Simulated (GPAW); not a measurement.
# SiO2 (P4_2/mnm) in GPAW: a series of runs

One crystal, SiO2, is run at these levels: PBEsol+D3(BJ)+ATM, PBEsol+D4; tasks: relaxation of cell and atoms.

Program: GPAW 26.7.0. These are calculated values, not measurements. Logs are shortened: lines on timing, memory, paths and dates and some standing lists are left out, and cuts for length are marked. The log counts tension as positive stress, the text compression.

### 1 Starting point

The structure is tetragonal, space group P4_2/mnm (No. 136). The conventional cell has a = 4.233 Å, b = 4.233 Å, c = 2.693 Å, α = 90.00°, β = 90.00°, γ = 90.00°. Si (site symmetry mmm) is surrounded by 6 O at 1.78 to 1.84 Å. O (site symmetry m2m) is surrounded by 3 Si at 1.78 to 1.84 Å.

The cell comes from a database or a generator and needn't be the stable form of this composition.

### 2 Relaxation of cell and atoms, PBEsol+D3(BJ)+ATM

File run.py:

```python
from ase import Atoms
from ase.calculators.mixing import SumCalculator
from ase.filters import FrechetCellFilter
from ase.io import write
from ase.optimize import BFGS
from dftd3.ase import DFTD3
from gpaw import GPAW, PW, setup_paths

setup_paths.insert(0, '.')

atoms = Atoms(['Si', 'Si', 'O', 'O', 'O', 'O'],
              cell=[[4.233169, 0.0, 0.0],
                    [0.0, 4.233169, 0.0],
                    [0.0, 0.0, 2.693495]],
              scaled_positions=[[0.0, 0.0, 0.0],
                                [0.5, 0.5, 0.5],
                                [0.806839, 0.193161, 0.5],
                                [0.306839, 0.306839, 0.0],
                                [0.193161, 0.806839, 0.5],
                                [0.693161, 0.693161, 0.0]],
              pbc=True)

calc = GPAW(mode=PW(800),
            xc='PBEsol',
            kpts={'size': (5, 5, 7), 'gamma': True},
            occupations={'name': 'fermi-dirac', 'width': 0.05},
            nbands=30,
            convergence={'density': 1e-05, 'forces': 0.0001},
            maxiter=150,
            txt='gpaw.txt')
atoms.calc = SumCalculator([calc, DFTD3(damping='d3bj', params_tweaks=dict(method='pbesol', atm=True))])
opt = BFGS(FrechetCellFilter(atoms), trajectory='relax.traj', logfile='-')
done = opt.run(fmax=0.02, steps=60)
calc.write('gs.gpw')
write('result.traj', atoms)
print('Converged:', done)
print('Cell:', atoms.cell.cellpar().round(4))
print('Volume:', round(atoms.get_volume(), 4))
print(atoms.get_scaled_positions().round(5))
```

Potentials or basis: PAW data sets generated in the run's folder for this functional, pw.

Launch:

```bash
gpaw-setup -f PBEsol O Si
OMP_NUM_THREADS=1 python run.py
```

gpaw.txt:

```text
__  _  _
 | _ |_)|_||  |
 |__||  | ||/\| - 26.7.0

Input parameters:
  mode=PW(ecut=800.0),
  convergence={'density': 1e-05, 'forces': 0.0001},
  kpts=MonkhorstPack(size=(5, 5, 7), gamma=True),
  maxiter=150,
  nbands=30,
  occupations=Occupations(name='fermi-dirac', width=0.05),
  xc=XC(name='PBEsol')

Diagonalizing LCAO Hamiltonian
Converting LCAO to pw mode
    .---------.
   /|         |
  / |O        |
 *  .--Si-----.
 | /      O  /
 |/  O      /
 Si--------*

Atoms  # Å, Bohr magnetons
|   | symbol |        x |        y |        z |    initial magnetic moments |
|---|--------|----------|----------|----------|-----------------------------|
| 0 |     Si | 0.000000 | 0.000000 | 0.000000 | ( 0.0000,  0.0000,  0.0000) |
| 1 |     Si | 2.116585 | 2.116585 | 1.346747 | ( 0.0000,  0.0000,  0.0000) |
| 2 |      O | 3.415486 | 0.817683 | 1.346747 | ( 0.0000,  0.0000,  0.0000) |
| 3 |      O | 1.298901 | 1.298901 | 0.000000 | ( 0.0000,  0.0000,  0.0000) |
| 4 |      O | 0.817683 | 3.415486 | 1.346747 | ( 0.0000,  0.0000,  0.0000) |
| 5 |      O | 2.934268 | 2.934268 | 0.000000 | ( 0.0000,  0.0000,  0.0000) |

Unit cell  # Å
| periodic |        x |        y |        z |  lengths |    angles |
|----------|----------|----------|----------|----------|-----------|
|      yes | 4.233169 | 0.000000 | 0.000000 | 4.233169 | 90.000000 |
|      yes | 0.000000 | 4.233169 | 0.000000 | 4.233169 | 90.000000 |
|      yes | 0.000000 | 0.000000 | 2.693495 | 2.693495 | 90.000000 |

Number of symmetries: 8
Symmetry operations  # r_c * U_cc + t_c -> r_c
|   | kind |            matrix            |
|---|------|------------------------------|
| 0 |  E   |  1, 0, 0,  0, 1, 0,  0, 0, 1 |
| 1 |  σ   |  1, 0, 0,  0, 1, 0,  0, 0,-1 |
| 2 |  σ   |  0, 1, 0,  1, 0, 0,  0, 0, 1 |
| 3 |  C2  |  0, 1, 0,  1, 0, 0,  0, 0,-1 |
| 4 |  σ   |  0,-1, 0, -1, 0, 0,  0, 0, 1 |
| 5 |  C2  |  0,-1, 0, -1, 0, 0,  0, 0,-1 |
| 6 |  C2  | -1, 0, 0,  0,-1, 0,  0, 0, 1 |
| 7 |  i   | -1, 0, 0,  0,-1, 0,  0, 0,-1 |
[... 190 lines left out ...]
Gap: 5.016 eV
Transition (v -> c):
  (s=0, k=0, n=15, [0.00, 0.00, 0.00]) -> (s=0, k=0, n=16, [0.00, 0.00, 0.00])
No difference between direct/indirect transitions

Stress tensor  # eV/Ang^3
|         x |         y |        z |
|-----------|-----------|----------|
|  0.019469 | -0.000000 | 0.000000 |
| -0.000000 |  0.019469 | 0.000000 |
|  0.000000 |  0.000000 | 0.013703 |

Forces  # eV/Ang
|        x |        y |       z |
|----------|----------|---------|
|  0.00000 |  0.00000 | 0.00000 |  # Si   0
|  0.00000 |  0.00000 | 0.00000 |  # Si   1
[... 1260 lines left out ...]
|      yes |  0.000000 |  4.193735 | -0.000000 | 4.193735 | 90.000000 |
|      yes | -0.000000 | -0.000000 |  2.686002 | 2.686002 | 90.000000 |

Number of symmetries: 8
Symmetry operations  # r_c * U_cc + t_c -> r_c
|   | kind |            matrix            |
|---|------|------------------------------|
| 0 |  E   |  1, 0, 0,  0, 1, 0,  0, 0, 1 |
| 1 |  σ   |  1, 0, 0,  0, 1, 0,  0, 0,-1 |
| 2 |  σ   |  0, 1, 0,  1, 0, 0,  0, 0, 1 |
| 3 |  C2  |  0, 1, 0,  1, 0, 0,  0, 0,-1 |
| 4 |  σ   |  0,-1, 0, -1, 0, 0,  0, 0, 1 |
| 5 |  C2  |  0,-1, 0, -1, 0, 0,  0, 0,-1 |
| 6 |  C2  | -1, 0, 0,  0,-1, 0,  0, 0, 1 |
| 7 |  i   | -1, 0, 0,  0,-1, 0,  0, 0,-1 |
[... 133 lines left out ...]
SCF iterations
|iter     | |      energy | eigst |  dens |force |
|---------|-|-------------|-------|-------|------|
|iter:   1| |  -49.496406 | -2.74 |       |      |
|iter:   2| |  -49.496164 | -5.68 | -2.54 |      |
|iter:   3| |  -49.494746c| -4.34 | -2.57 |      |
|iter:   4| |  -49.494736c| -5.94 | -3.27 |      |
|iter:   5| |  -49.494737c| -7.26 | -3.77 |      |
|iter:   6| |  -49.494737c| -8.49c| -4.54 |      |
|iter:   7| |  -49.494737c| -8.90c| -5.02c|      |
|iter:   8| |  -49.494737c| -9.51c| -5.54c|-3.60 |
|iter:   9| |  -49.494737c|-10.83c| -6.47c|-4.66c|

Converged in 9 steps
Energy contributions relative to reference atoms: (reference = -23879.261166)

Energy contributions:
  Kinetic:          47.052991
  Coulomb:         -40.793146
  Zero:              0.828105
  External:          0.000000
  Xc:              -56.582687
  Entropy:          -0.000000
  Spinorbit:         0.000000
  ----------------------------
  Free energy:     -49.494737
  Extrapolated:    -49.494737
[... 58 lines left out ...]
Atoms  # Å, Bohr magnetons
|   | symbol |        x |        y |         z |    initial magnetic moments |
|---|--------|----------|----------|-----------|-----------------------------|
| 0 |     Si | 0.000000 | 0.000000 |  0.000000 | ( 0.0000,  0.0000,  0.0000) |
| 1 |     Si | 2.096264 | 2.096264 |  1.343660 | ( 0.0000,  0.0000,  0.0000) |
| 2 |      O | 3.377661 | 0.814867 |  1.343660 | ( 0.0000,  0.0000,  0.0000) |
| 3 |      O | 1.281397 | 1.281397 | -0.000000 | ( 0.0000,  0.0000,  0.0000) |
| 4 |      O | 0.814867 | 3.377661 |  1.343660 | ( 0.0000,  0.0000,  0.0000) |
| 5 |      O | 2.911131 | 2.911131 | -0.000000 | ( 0.0000,  0.0000,  0.0000) |

Unit cell  # Å
| periodic |         x |         y |         z |  lengths |    angles |
|----------|-----------|-----------|-----------|----------|-----------|
|      yes |  4.192528 | -0.000000 | -0.000000 | 4.192528 | 90.000000 |
|      yes | -0.000000 |  4.192528 | -0.000000 | 4.192528 | 90.000000 |
|      yes | -0.000000 | -0.000000 |  2.687321 | 2.687321 | 90.000001 |

Number of symmetries: 8
Symmetry operations  # r_c * U_cc + t_c -> r_c
|   | kind |            matrix            |
|---|------|------------------------------|
| 0 |  E   |  1, 0, 0,  0, 1, 0,  0, 0, 1 |
| 1 |  σ   |  1, 0, 0,  0, 1, 0,  0, 0,-1 |
| 2 |  σ   |  0, 1, 0,  1, 0, 0,  0, 0, 1 |
| 3 |  C2  |  0, 1, 0,  1, 0, 0,  0, 0,-1 |
| 4 |  σ   |  0,-1, 0, -1, 0, 0,  0, 0, 1 |
| 5 |  C2  |  0,-1, 0, -1, 0, 0,  0, 0,-1 |
| 6 |  C2  | -1, 0, 0,  0,-1, 0,  0, 0, 1 |
| 7 |  i   | -1, 0, 0,  0,-1, 0,  0, 0,-1 |
[... 133 lines left out ...]
SCF iterations
|iter     | |      energy | eigst |  dens |force |
|---------|-|-------------|-------|-------|------|
|iter:   1| |  -49.496207 | -3.03 |       |      |
|iter:   2| |  -49.495990 | -6.05 | -2.61 |      |
|iter:   3| |  -49.494790c| -4.39 | -2.64 |      |
|iter:   4| |  -49.494794c| -6.03 | -3.39 |      |
|iter:   5| |  -49.494798c| -7.76c| -3.88 |      |
|iter:   6| |  -49.494798c| -7.61c| -4.67 |      |
|iter:   7| |  -49.494798c| -8.75c| -5.24c|      |
|iter:   8| |  -49.494798c| -9.64c| -5.72c|-3.77 |
|iter:   9| |  -49.494798c|-10.78c| -6.59c|-4.73c|

Converged in 9 steps
Energy contributions relative to reference atoms: (reference = -23879.261166)

Energy contributions:
  Kinetic:          46.952969
  Coulomb:         -40.709365
  Zero:              0.828242
  External:          0.000000
  Xc:              -56.566644
  Entropy:          -0.000000
  Spinorbit:         0.000000
  ----------------------------
  Free energy:     -49.494798
  Extrapolated:    -49.494798
[... 40 lines left out ...]
Forces  # eV/Ang
|        x |        y |       z |
|----------|----------|---------|
|  0.00000 |  0.00000 | 0.00000 |  # Si   0
|  0.00000 |  0.00000 | 0.00000 |  # Si   1
| -0.01260 |  0.01260 | 0.00000 |  # O    2
| -0.01260 | -0.01260 | 0.00000 |  # O    3
|  0.01260 | -0.01260 | 0.00000 |  # O    4
|  0.01260 |  0.01260 | 0.00000 |  # O    5

# Writing to gs.gpw (mode='')
```

stdout:

```text
Step          Energy          fmax
BFGS:    0      -50.449256        0.297806
BFGS:    1      -50.452598        0.274269
BFGS:    2      -50.466325        0.091355
BFGS:    3      -50.466572        0.081583
BFGS:    4      -50.467087        0.057099
BFGS:    5      -50.467352        0.052537
BFGS:    6      -50.467716        0.041862
BFGS:    7      -50.467831        0.016005
Converged: True
Cell: [ 4.1925  4.1925  2.6873 90.     90.     90.    ]
Volume: 47.2358
[[0.      0.      0.     ]
 [0.5     0.5     0.5    ]
 [0.80564 0.19436 0.5    ]
 [0.30564 0.30564 0.     ]
 [0.19436 0.80564 0.5    ]
 [0.69436 0.69436 0.     ]]
```

It took 10 min on 1 thread of Intel Xeon at 2.50GHz (Skylake/Cascade Lake), shared host; peak memory 0.38 GiB.

What came out:

* Free energy: -50.4678 eV
* Relaxed volume: 7.87 Å³/atom
* Relaxed cell: a = 4.193 Å, b = 4.193 Å, c = 2.687 Å, α = 90.00°, β = 90.00°, γ = 90.00°
* Space group after relaxing (to 0.05 Å): P4_2/mnm (No. 136)
* Energy gained by relaxing: 3.1 meV/atom
* Ionic steps: 8
* Pressure after relaxing: 0.1 GPa
* Largest force after relaxing: 0.016 eV/Å
* Band gap on the k mesh: 5.32 eV, direct
* Dispersion energy per atom: -0.162 eV

Forces on the atoms (eV/Å):
```
Si   0.000  0.000  0.000
Si   0.000  0.000  0.000
O   -0.011  0.011  0.000
O   -0.011 -0.011  0.000
O    0.011 -0.011  0.000
O    0.011  0.011  0.000
```

Stress tensor (GPa, compression positive):
```
0.11 0.00 0.00
0.00 0.11 0.00
0.00 0.00 0.03
```

The path:
| step | energy change (eV) | largest force (eV/Å) | pressure (GPa) | volume (Å³) |
| --- | --- | --- | --- | --- |
| 1 | 0.0000 | 0.0580 | -5.65 | 48.27 |
| 2 | -0.0033 | 0.0471 | -5.13 | 48.17 |
| 3 | -0.0171 | 0.0359 | 0.08 | 47.27 |
| 4 | -0.0173 | 0.0174 | 0.02 | 47.28 |
| 5 | -0.0178 | 0.0420 | 0.10 | 47.28 |
| 6 | -0.0181 | 0.0530 | 0.16 | 47.27 |
| 7 | -0.0185 | 0.0423 | 0.17 | 47.24 |
| 8 | -0.0186 | 0.0162 | 0.08 | 47.24 |

Final structure:
```xyz
6
Lattice="4.1925 0.0000 0.0000 0.0000 4.1925 0.0000 0.0000 0.0000 2.6873" Properties=species:S:1:pos:R:3 pbc="T T T"
Si    0.0000    0.0000    0.0000
Si    2.0963    2.0963    1.3437
O     3.3777    0.8149    1.3437
O     1.2814    1.2814    0.0000
O     0.8149    3.3777    1.3437
O     2.9111    2.9111    0.0000
```

Levels at points of the mesh, in eV from the valence-band top:
| k point | band 12 | band 13 | band 14 | band 15 | band 16 | band 17 | band 18 | band 19 | band 20 | band 21 |
| --- | --- | --- | --- | --- | --- | --- | --- | --- | --- | --- |
| (0.00, 0.00, 0.00) | -3.13 | -2.48 | -0.85 | -0.85 | 0.00 | 5.32 | 6.42 | 8.21 | 8.21 | 10.81 |

Caveat: later steps reuse the first step's grids. A hybrid or GW would open this gap; PBEsol tends to underestimate it.

### 3 Relaxation of cell and atoms, PBEsol+D4

run.py, as its differences from that of step 2:

```diff
@@ -5,3 +5,3 @@
 from ase.optimize import BFGS
-from dftd3.ase import DFTD3
+from dftd4.ase import DFTD4
 from gpaw import GPAW, PW, setup_paths
@@ -30,3 +30,3 @@
             txt='gpaw.txt')
-atoms.calc = SumCalculator([calc, DFTD3(damping='d3bj', params_tweaks=dict(method='pbesol', atm=True))])
+atoms.calc = SumCalculator([calc, DFTD4(method='pbesol')])
 opt = BFGS(FrechetCellFilter(atoms), trajectory='relax.traj', logfile='-')
```

Potentials or basis: PAW data sets generated in the run's folder for this functional, pw.

Launch:

```bash
gpaw-setup -f PBEsol O Si
OMP_NUM_THREADS=1 python run.py
```

Wall time 11 min (1 thread of Intel Xeon at 2.50GHz (Skylake/Cascade Lake), shared host); peak memory 0.38 GiB.

The run converged. Its results:

```
Free energy                            : -50.4000 eV
Relaxed volume                         : 7.88 Å³/atom
Relaxed cell                           : a = 4.193 Å, b = 4.193 Å, c = 2.688 Å, α = 90.00°, β = 90.00°, γ = 90.00°
Space group after relaxing (to 0.05 Å) : P4_2/mnm (No. 136)
Energy gained by relaxing              : 3.0 meV/atom
Ionic steps                            : 8
Pressure after relaxing                : 0.1 GPa
Largest force after relaxing           : 0.016 eV/Å
Band gap on the k mesh                 : 5.31 eV, direct
Dispersion energy per atom             : -0.151 eV
```

Forces on the atoms (eV/Å):
```
Si   0.000  0.000  0.000
Si   0.000  0.000  0.000
O   -0.011  0.011  0.000
O   -0.011 -0.011  0.000
O    0.011 -0.011  0.000
O    0.011  0.011  0.000
```

Stress tensor (GPa, compression positive):
```
0.11 0.00 0.00
0.00 0.11 0.00
0.00 0.00 0.02
```

The path:
```
step  energy change (eV)  largest force (eV/Å)  pressure (GPa)  volume (Å³)
   1              0.0000                0.0572           -5.51        48.27
   2             -0.0032                0.0463           -5.00        48.17
   3             -0.0162                0.0360            0.08        47.29
   4             -0.0165                0.0175            0.03        47.31
   5             -0.0170                0.0422            0.13        47.30
   6             -0.0172                0.0527            0.18        47.29
   7             -0.0176                0.0409            0.18        47.26
   8             -0.0178                0.0156            0.08        47.26
```

Final structure:
```xyz
6
Lattice="4.1931 0.0000 0.0000 0.0000 4.1931 0.0000 0.0000 0.0000 2.6878" Properties=species:S:1:pos:R:3 pbc="T T T"
Si    0.0000    0.0000    0.0000
Si    2.0966    2.0966    1.3439
O     3.3782    0.8149    1.3439
O     1.2816    1.2816    0.0000
O     0.8149    3.3782    1.3439
O     2.9115    2.9115    0.0000
```

Levels at points of the mesh, in eV from the valence-band top:
```tsv
k point	band 13	band 14	band 15	band 16	band 17	band 18	band 19	band 20
(0.00, 0.00, 0.00)	-2.48	-0.85	-0.85	0.00	5.31	6.42	8.20	8.20
```

Caveat: later steps reuse the first step's grids.
